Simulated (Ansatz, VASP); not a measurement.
**CdTe: VASP beside Ansatz**

The input INCAR:

```
SYSTEM = CdTe
ALGO = Normal ; EDIFF = 1E-6
ENCUT = 520 ; GGA = PE
ISIF = 2 ; ISMEAR = -1
LASPH = .TRUE. ; LCHARG = .FALSE.
LREAL = .FALSE. ; LWAVE = .FALSE.
NBANDS = 16 ; NELM = 80
PREC = Accurate ; SIGMA = 0.08
```

KPOINTS

```
k-points
0
G
  11 11 11
  0 0 0
```

The input POSCAR:

```
CdTe
1.0
    0.0000000000      3.0708203598      3.0708203598
    3.0708203598      0.0000000000      3.0708203598
    3.0708203598      3.0708203598      0.0000000000
Cd Te
1 1
Direct
    0.0000000000      0.0000000000      0.0000000000
    0.2500000000      0.2500000000      0.2500000000
```

Input for Ansatz:

```yaml
crystal:
  lattice:
    - [0.0, 3.0708203598, 3.0708203598]
    - [3.0708203598, 0.0, 3.0708203598]
    - [3.0708203598, 3.0708203598, 0.0]
  atoms:
    - { symbol: Cd, position: [0.0, 0.0, 0.0] }
    - { symbol: Te, position: [0.25, 0.25, 0.25] }
kpoints:
  mp_grid: { grid: [11, 11, 11] }
scf:
  occupations: { method: fermi_dirac, width: 0.08 }
hamiltonian:
  xc: pbe
  pseudopotentials: { kind: paw }
output:
  forces: true
  stress: true
  eigenvalues: true
  populations: true
  write_density: true
  write_potential: true
  elf: true
  volumetric_format: npy
```

Change from the starting cell: volume scaled by 0.8, PAW files.

Alike in both runs: task single point; functional PBE; k mesh 11 × 11 × 11; occupations fermi-dirac, width 0.08 eV; no spin polarisation.

|  | VASP | Ansatz |
| --- | --- | --- |
| version | VASP 6.6.1 | Ansatz 0.2.0 |
| potentials or method | VASP PAW PBE potentials, release 64 (Cd, Te) | PAW with Ansatz's default frozen-core files, scalar-relativistic |
| plane-wave cutoff (eV) | 520 | 420 |
| valence electrons in the cell | 18 | 36 |

```csv
,VASP,Ansatz,Ansatz less VASP
pressure (GPa),13.7,13.4,-0.27
```

The two sets of potentials don't hold the same shells in valence.

Caveats: spin-orbit coupling is left out, which moves the levels of the heavy elements.
